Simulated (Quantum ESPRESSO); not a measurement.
Crystal: CdO (Monteponite).

```xyz
2
Lattice="0.0000 2.3495 2.3495 2.3495 0.0000 2.3495 2.3495 2.3495 0.0000" Properties=species:S:1:pos:R:3 pbc="T T T"
Cd    0.0000    0.0000    0.0000
O     2.3495    2.3495    2.3495
```

Base run:

```yaml
Program: Quantum ESPRESSO 7.5
Functional: RPBE
Potentials_or_basis: SG15 PBE 1.2
Cutoff: 1197 eV
Density_cutoff: 4789 eV
k_mesh: 10 × 10 × 10
Occupations: fermi-dirac, width 0.05 eV
Spin: no spin polarisation
```

Its results: band gap on the k mesh none (metal or under the smearing width); pressure 11.3 GPa.

Question: After a change of settings the same cell gave: band gap on the k mesh 0.22 eV, indirect (least direct gap 1.37 eV); pressure 28.9 GPa. Which change was it?
A. functional from RPBE to SCAN; k mesh from 10 × 10 × 10 to 8 × 8 × 8
B. functional from RPBE to EV93PW91
C. functional from RPBE to r2SCAN; k mesh from 10 × 10 × 10 to 8 × 8 × 8
D. functional from RPBE to PBE

Answer: B.

Caveats: the potentials were made for another functional, which shifts forces and pressure; the potentials were made for a functional far from this one (some runs); a pressure of tens of GPa on the cell as given is suspect, and the run, the potentials or the cell itself is likely at fault (some runs).
